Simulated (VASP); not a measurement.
Runs of VASP 6.6.1 on B. Symmetry: Pmmn, No. 59, orthorhombic system. The conventional cell has a = 1.625 Å, b = 2.866 Å, c = 3.914 Å, α = 90.00°, β = 90.00°, γ = 90.00°. B (site symmetry mm2) is surrounded by 6 B at 1.62 to 1.86 Å. The cell was built by a generator and needn't be a form met in nature.

```csv
task,level,cell,cutoff (eV),smearing,gap on the mesh (eV),pressure (GPa),relaxed volume (Å³/atom),largest force (eV/Å)
single point,r2SCAN,as given,520,fermi-dirac 0.05 eV,none,(b),-,(a)
relaxation of cell and atoms,TPSS,relaxed,600,gaussian 0.05 eV,none,-0.1,8.91,-
relaxation of cell and atoms,RPBE+D3,relaxed,600,fermi-dirac 0.05 eV,none,0.0,8.54,-
relaxation of cell and atoms,r2SCAN+D4,relaxed,600,gaussian 0.05 eV,none,0.1,8.66,0.01
```

Alike in all rows: potentials or basis VASP PAW PBE potentials, release 64 (B); no spin polarisation; k mesh 16 × 9 × 7.

Task: Estimate the missing entries.

Result: (a) 0.04; (b) -1.3.

Caveats: the PAW data sets were made with another functional, which shifts forces and pressure a little; this functional lacks dispersion, which binds the layers, so the pressure and a relaxed spacing across them are unreliable (some runs).

A k mesh can miss the band edges.

A gap of «none» marks a metal or a gap under the smearing width.

Not every run made on this cell is shown here.
